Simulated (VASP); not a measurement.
# CClH3 in VASP: notebook

One molecule, CClH3, is run at these levels: PBE+D3(BJ), PBE, RPBE, RPBE+D3(BJ); tasks: relaxation of the atoms, single point.

All numbers are computed with VASP 6.6.1; they aren't measurements. Logs are shortened: lines on timing, memory, paths and dates and some standing lists are left out, and cuts for length are marked.

## (1) The molecule as given

The cell holds a molecule in a box, 5 atoms: a = 12.767 Å, b = 13.267 Å, c = 13.767 Å, α = 90.00°, β = 90.00°, γ = 90.00°.

## (2) Relaxation of the atoms, PBE+D3(BJ)

File INCAR:

```
ALGO = Normal ; EDIFF = 1E-6
EDIFFG = -0.03 ; ENCUT = 400
GGA = PE ; IBRION = 2
ISIF = 2 ; ISMEAR = 0
ISYM = 0 ; IVDW = 12
LASPH = T ; LCHARG = F
LREAL = F ; LWAVE = F
NELM = 60 ; NSW = 120
PREC = Accurate ; SIGMA = 0.01
```

File KPOINTS:

```
k-points
0
Gamma
  1 1 1
```

File POSCAR:

```
H3CCl
1.0
   12.7670747303      0.0000000000      0.0000000000
    0.0000000000     13.2670747303      0.0000000000
    0.0000000000      0.0000000000     13.7670747303
C Cl H
1 1 3
Selective dynamics
Direct
    0.4970414397      0.5134837255      0.4949221530  F F F
    0.5317696550      0.3994546309      0.5545247309  T T T
    0.5548238453      0.5703344048      0.5134764246  T T T
    0.4198111924      0.5358591176      0.5198776601  T T T
    0.4965538675      0.4997117626      0.4171990315  T T T
```

Potentials or basis: VASP PAW PBE potentials, release 64 (C, Cl, H).

Launch:

```
$ cat potpaw_PBE.64/C/POTCAR potpaw_PBE.64/Cl/POTCAR potpaw_PBE.64/H/POTCAR > POTCAR
$ mpirun -np 4 vasp_gam > vasp.out
```

OUTCAR:

```text
EDIFF = 1E-6
   EDIFFG = -0.03
   ENCUT = 400
   GGA = PE
   IBRION = 2
   ISIF = 2
   ISMEAR = 0
   ISYM = 0
   IVDW = 12
   LASPH = T
   LREAL = F
   NELM = 60
   NSW = 120
   PREC = Accurate
 IVDW          = 12

 ion  position               nearest neighbor table
   1  0.497  0.513  0.495-   3 1.09   4 1.09   5 1.09   2 1.78
   2  0.532  0.399  0.555-   1 1.78
   3  0.555  0.570  0.513-   1 1.09
   4  0.420  0.536  0.520-   1 1.09
   5  0.497  0.500  0.417-   1 1.09

IMPORTANT INFORMATION: All symmetrisations will be switched off!
NOSYMM: (Re-)initialisation of all symmetry stuff for point group C_1.

----------------------------------------------------------------------------------------

                                     Primitive cell

  volume of cell :    2331.8910

  direct lattice vectors                    reciprocal lattice vectors
    12.767074730  0.000000000  0.000000000     0.078326478  0.000000000  0.000000000
     0.000000000 13.267074730  0.000000000     0.000000000  0.075374566  0.000000000
     0.000000000  0.000000000 13.767074730     0.000000000  0.000000000  0.072637072

  length of vectors
    12.767074730 13.267074730 13.767074730     0.078326478  0.075374566  0.072637072

  position of ions in fractional coordinates (direct lattice)
     0.497041440  0.513483726  0.494922153
     0.531769655  0.399454631  0.554524731
     0.554823845  0.570334405  0.513476425
     0.419811192  0.535859118  0.519877660
     0.496553867  0.499711763  0.417199031

  ion indices of the primitive-cell ions
   primitive index   ion index
                 1           1
                 2           2
                 3           3
                 4           4
                 5           5

----------------------------------------------------------------------------------------

 KPOINTS: k-points

Automatic generation of k-mesh.
 Grid dimensions read from file:
 generate k-points for:    1    1    1

 Generating k-lattice:

  Cartesian coordinates                     Fractional coordinates (reciprocal lattice)
     0.078326478  0.000000000  0.000000000     1.000000000  0.000000000  0.000000000
     0.000000000  0.075374566  0.000000000     0.000000000  1.000000000  0.000000000
     0.000000000  0.000000000  0.072637072     0.000000000  0.000000000  1.000000000

  Length of vectors
     0.078326478  0.075374566  0.072637072

  Shift w.r.t. Gamma in fractional coordinates (k-lattice)
     0.000000000  0.000000000  0.000000000

 Subroutine IBZKPT returns following result:
 ===========================================

 Found      1 irreducible k-points:

 Following reciprocal coordinates:
            Coordinates               Weight
  0.000000  0.000000  0.000000      1.000000
   k-points           NKPTS =      1   k-points in BZ     NKDIM =      1   number of bands    NBANDS=     12
   number of dos      NEDOS =    301   number of ions     NIONS =      5
   total plane-waves  NPLWV = 680400
   dimension x,y,z NGX =    84 NGY =   90 NGZ =   90
   dimension x,y,z NGXF=   168 NGYF=  180 NGZF=  180
   ions per type =               1   1   3
   NGX,Y,Z   is equivalent  to a cutoff of  10.94, 11.28, 10.87 a.u.
   NGXF,Y,Z  is equivalent  to a cutoff of  21.88, 22.56, 21.74 a.u.
 SYSTEM =  unknown system
   PREC   = accura    normal or accurate (medium, high low for compatibility)
   ISTART =      0    job   : 0-new  1-cont  2-samecut
   ICHARG =      2    charge: 1-file 2-atom 10-const
   ISPIN  =      1    spin polarized calculation?
   LNONCOLLINEAR =      F non collinear calculations
   LSORBIT =      F    spin-orbit coupling
   LASPH  =      T    aspherical Exc in radial PAW
   ENCUT  =  400.0 eV  29.40 Ry    5.42 a.u.  20.82 21.64 22.45*2*pi/ulx,y,z
   NELM   =     60;   NELMIN=  2; NELMDL= -5     # of ELM steps
   EDIFF  = 0.1E-05   stopping-criterion for ELM
   LREAL  =      F    real-space projection
   EDIFFG = -.3E-01   stopping-criterion for IOM
   NSW    =    120    number of steps for IOM
   IBRION =      2    ionic relax: 0-MD 1-quasi-New 2-CG
   NFREE  =      1    steps in history (QN), initial steepest desc. (CG)
   ISIF   =      2    stress and relaxation
   ISYM   =      0    0-nonsym 1-usesym 2-fastsym
   POTIM  = 0.5000    time-step for ionic-motion
   TEBEG  =    0.0;   TEEND  =   0.0 temperature during run
   PSTRESS=    0.0 pullay stress
   NELECT =      14.0000    total number of electrons
   NUPDOWN=      -1.0000    fix difference up-down
   EMIN   =  10.00;   EMAX   =-10.00  energy-range for DOS
   EFERMI =   0.00;   METHOD = LEGACY
   ISMEAR =     0;   SIGMA  =   0.01  broadening in eV -4-tet -1-fermi 0-gaus
   EFERMI_NEDOS =   21; number of points for ismear=-14 and -15
   IALGO  =     38    algorithm
   IMIX   =      4    mixing-type and parameters
     AMIX     =   0.40;   BMIX     =  1.00
     AMIX_MAG =   1.60;   BMIX_MAG =  1.00
  volume/ion in A,a.u.               =     466.38      3147.28
  Fermi-wavevector in a.u.,A,eV,Ry     =   0.297542  0.562273  1.204540  0.088531
  Thomas-Fermi vector in A             =   1.163129
   LORBIT       =      0    0 simple, 1 ext, 2 COOP (PROOUT), +10 PAW based schemes
   GGA     = PE    functional components
   LHFCALC =     F    Hartree Fock is set to
   AEXX    =    0.0000 exact exchange contribution
   IVDW    =    12    specifies the selected vdW correction
   LEPSILON=     F    determine dielectric tensor
   LRPA    =     F    only Hartree local field effects (RPA)
 conjugate gradient relaxation of ions
 non-spin polarized calculation
 Gauss-broadening in eV      SIGMA  =   0.01
  energy-cutoff  :      400.00
  volume of cell :     2331.89
 maximum number of plane-waves:     21158
 NGX is ok and might be reduce to    84
   NGX = 41   NGY = 43   NGZ = 45

--------------------------------------- Ionic step        1  -------------------------------------------

 number of electron      14.0000003 magnetization

 Free energy of the ion-electron system (eV)
  ---------------------------------------------------
  ext. energy  EPLUGINS =         0.00000000
  ---------------------------------------------------
  free energy    TOTEN  =       -22.41330298 eV

  energy without entropy =      -22.41330298  energy(sigma->0) =      -22.41330298

------------------------ aborting loop because EDIFF is reached ----------------------------------------

 Edisp (eV)   -0.05988

 E8    (eV) :    -0.0181

  FORCE on cell =-STRESS in cart. coord.  units (eV):
  Direction    XX          YY          ZZ          XY          YZ          ZX
  --------------------------------------------------------------------------------------
  -------------------------------------------------------------------------------------
  Total       0.09616     0.14286     0.10923    -0.01714    -0.03126     0.00941
  in kB       0.06607     0.09816     0.07505    -0.01177    -0.02148     0.00646
  external pressure =        0.08 kB  Pullay stress =        0.00 kB

 VOLUME and BASIS-vectors are now :
 -----------------------------------------------------------------------------
  energy-cutoff  :      400.00
  volume of cell :     2331.89
      direct lattice vectors                 reciprocal lattice vectors
    12.767074730  0.000000000  0.000000000     0.078326478  0.000000000  0.000000000
     0.000000000 13.267074730  0.000000000     0.000000000  0.075374566  0.000000000
     0.000000000  0.000000000 13.767074730     0.000000000  0.000000000  0.072637072
[... 130 lines left out ...]
 POSITION                                       TOTAL-FORCE (eV/Angst)
 -----------------------------------------------------------------------------------
      6.34577      6.81243      6.81363         0.006666     -0.023622      0.013072
      6.79080      5.29398      7.63723         0.011205     -0.036603      0.020003
      7.08966      7.57466      7.07065        -0.029333      0.007128     -0.022546
      5.35064      7.11319      7.15954         0.019444      0.019774     -0.025152
      6.33911      6.62937      5.73344        -0.007983      0.033323      0.014622
 -----------------------------------------------------------------------------------
    total drift:                                0.000379      0.000877     -0.000522

  FREE ENERGIE OF THE ION-ELECTRON SYSTEM (eV)
  ---------------------------------------------------
  free  energy   TOTEN  =       -22.4786212085 eV

  energy  without entropy=      -22.4786212085  energy(sigma->0) =      -22.47862121

--------------------------------------- Ionic step        5  -------------------------------------------

 number of electron      14.0000002 magnetization

 Free energy of the ion-electron system (eV)
  ---------------------------------------------------
  ext. energy  EPLUGINS =         0.00000000
  ---------------------------------------------------
  free energy    TOTEN  =       -22.41898725 eV

  energy without entropy =      -22.41898725  energy(sigma->0) =      -22.41898725

 E-fermi :  -6.8580     XC(G=0):  -0.4459

 val. band max:       -6.9468962549   @ k =   0.0000   0.0000   0.0000
 cond. band min:      -0.7175836450   @ k =   0.0000   0.0000   0.0000
 fundamental gap:      6.2293126098
 Fermi energy:        -6.8580116311

 k-point     1 :       0.0000    0.0000    0.0000
  band No.  band energies     occupation
      1     -21.1670      2.00000
      2     -16.6050      2.00000
      3     -10.8329      2.00000
      4     -10.8327      2.00000
      5     -10.1468      2.00000
      6      -6.9471      2.00000
      7      -6.9469      2.00000
      8      -0.7176      0.00000
      9      -0.3153      0.00000
     10       0.4372      0.00000
     11       0.5045      0.00000
     12       0.5599      0.00000

------------------------ aborting loop because EDIFF is reached ----------------------------------------

 Edisp (eV)   -0.05979

 E8    (eV) :    -0.0180
[... 18 lines left out ...]
 POSITION                                       TOTAL-FORCE (eV/Angst)
 -----------------------------------------------------------------------------------
      6.34577      6.81243      6.81363         0.013796     -0.048069      0.025952
      6.79139      5.29206      7.63828        -0.002950      0.011656     -0.006148
      7.08864      7.57537      7.06971        -0.013100      0.007026     -0.011275
      5.35107      7.11427      7.15852         0.006579      0.011918     -0.012396
      6.33873      6.63085      5.73361        -0.004324      0.017469      0.003868
 -----------------------------------------------------------------------------------
    total drift:                                0.000571      0.000317     -0.000170

  FREE ENERGIE OF THE ION-ELECTRON SYSTEM (eV)
  ---------------------------------------------------
  free  energy   TOTEN  =       -22.4787798194 eV

  energy  without entropy=      -22.4787798194  energy(sigma->0) =      -22.47877982

 reached required accuracy - stopping structural energy minimisation
```

Wall time 40 s (4 MPI ranks of Intel Xeon 6975P-C (Granite Rapids), shared host); peak memory 0.47 GiB.

What came out:

* Free energy: -22.4788 eV
* Energy gained by relaxing: 1.1 meV/atom
* Ionic steps: 5
* Gap between the frontier levels: 6.23 eV
* Dispersion energy per atom: -0.012 eV

Step by step:
```csv
step,energy change (eV),largest force (eV/Å),pressure (GPa)
1,0.0000,0.3218,0.01
2,-0.0038,0.1911,-0.04
3,-0.0054,0.0467,-0.02
4,-0.0054,0.0432,-0.02
5,-0.0056,0.0563,-0.02
```

Final structure:
```yaml
crystal:
  lattice:
    - [12.76707, 0.00000, 0.00000]
    - [0.00000, 13.26707, 0.00000]
    - [0.00000, 0.00000, 13.76707]
  atoms:
    - { symbol: C, position: [0.49704, 0.51348, 0.49492] }
    - { symbol: Cl, position: [0.53195, 0.39889, 0.55482] }
    - { symbol: H, position: [0.55523, 0.57099, 0.51352] }
    - { symbol: H, position: [0.41913, 0.53623, 0.51997] }
    - { symbol: H, position: [0.49649, 0.49980, 0.41647] }
```

Caveat: the cutoff is under 1.25 times the usual one of these potentials, so pressure, stress and relaxed cells hold a basis-set (Pulay) error.

## (3) Single point, PBE

File INCAR:

```
ALGO = Normal ; EDIFF = 1E-6
ENCUT = 400 ; GGA = PE
ISIF = 2 ; ISMEAR = 0
ISYM = 0 ; LASPH = T
LCHARG = F ; LREAL = F
LWAVE = F ; NBANDS = 15
NELM = 60 ; PREC = Accurate
SIGMA = 0.01
```

KPOINTS is that of step 2.

File POSCAR:

```
H3CCl                                   
1.0
   12.7670747303      0.0000000000      0.0000000000
    0.0000000000     13.2670747303      0.0000000000
    0.0000000000      0.0000000000     13.7670747303
  C               Cl              H             
     1     1     3
Selective dynamics
Direct
     0.4970414396999985    0.5134837255000022    0.4949221529999974   F   F   F
     0.5319454503142702    0.3988868809119202    0.5548219480017531   T   T   T
     0.5552280380073201    0.5709899675184384    0.5135229432457831   T   T   T
     0.4191307765296371    0.5362347447375754    0.5199742775278416   T   T   T
     0.4964907305613198    0.4997974982495885    0.4164725656523024   T   T   T
```

Potentials or basis: VASP PAW PBE potentials, release 64 (C, Cl, H).

Launch:

```
$ cat potpaw_PBE.64/C/POTCAR potpaw_PBE.64/Cl/POTCAR potpaw_PBE.64/H/POTCAR > POTCAR
$ mpirun -np 4 vasp_gam > vasp.out
```

It took 19 s on 4 MPI ranks of Intel Xeon 6975P-C (Granite Rapids), shared host; peak memory 0.44 GiB.

It converged, with:

- Free energy: -22.4190 eV
- Largest force: 0.056 eV/Å
- Gap between the frontier levels: 6.23 eV

Forces in eV/Å, atoms in the order of the input:
```
C    0.014 -0.047  0.026
Cl  -0.002  0.007 -0.004
H   -0.013  0.009 -0.012
H    0.006  0.013 -0.013
H   -0.005  0.018  0.003
```

Levels at points of the mesh, in eV from the valence-band top:
| k point | band 5 | band 6 | band 7 | band 8 | band 9 | band 10 |
| --- | --- | --- | --- | --- | --- | --- |
| (0.00, 0.00, 0.00) | -3.20 | 0.00 | 0.00 | 6.23 | 6.63 | 7.38 |

Caveat: the cutoff is under 1.25 times the usual one of these potentials, so pressure, stress and relaxed cells hold a basis-set (Pulay) error.

## (4) Single point, RPBE

Changes to INCAR since step 3:

```diff
@@ -1,3 +1,3 @@
 ALGO = Normal ; EDIFF = 1E-6
-ENCUT = 400 ; GGA = PE
+ENCUT = 400 ; GGA = RP
 ISIF = 2 ; ISMEAR = 0
```

KPOINTS is that of step 3.

POSCAR is that of step 3.

Launch:

```
$ cat potpaw_PBE.64/C/POTCAR potpaw_PBE.64/Cl/POTCAR potpaw_PBE.64/H/POTCAR > POTCAR
$ mpirun -np 4 vasp_gam > vasp.out
```

Run time: 18 s. Hardware: 4 MPI ranks of Intel Xeon 6975P-C (Granite Rapids), shared host; peak memory 0.44 GiB.

The run converged. Its results:

| Quantity | Value |
| --- | --- |
| Free energy | -22.2137 eV |
| Largest force | 0.185 eV/Å |
| Gap between the frontier levels | 6.17 eV |

Forces in eV/Å, atoms in the order of the input:
```
C   -0.019  0.062 -0.034
Cl   0.047 -0.158  0.086
H    0.010  0.043 -0.007
H   -0.031  0.032 -0.005
H   -0.007  0.020 -0.039
```

Levels at points of the mesh, in eV from the valence-band top:
```csv
k point,band 3,band 4,band 5,band 6,band 7,band 8,band 9,band 10,band 11,band 12
"(0.00, 0.00, 0.00)",-3.89,-3.89,-3.18,0.00,0.00,6.17,6.58,7.34,7.37,7.42
```

Caveat: the cutoff is under 1.25 times the usual one of these potentials, so pressure, stress and relaxed cells hold a basis-set (Pulay) error; the PAW data sets were made with another functional, which shifts forces and pressure a little.

(Continued in part 2 of 2.)
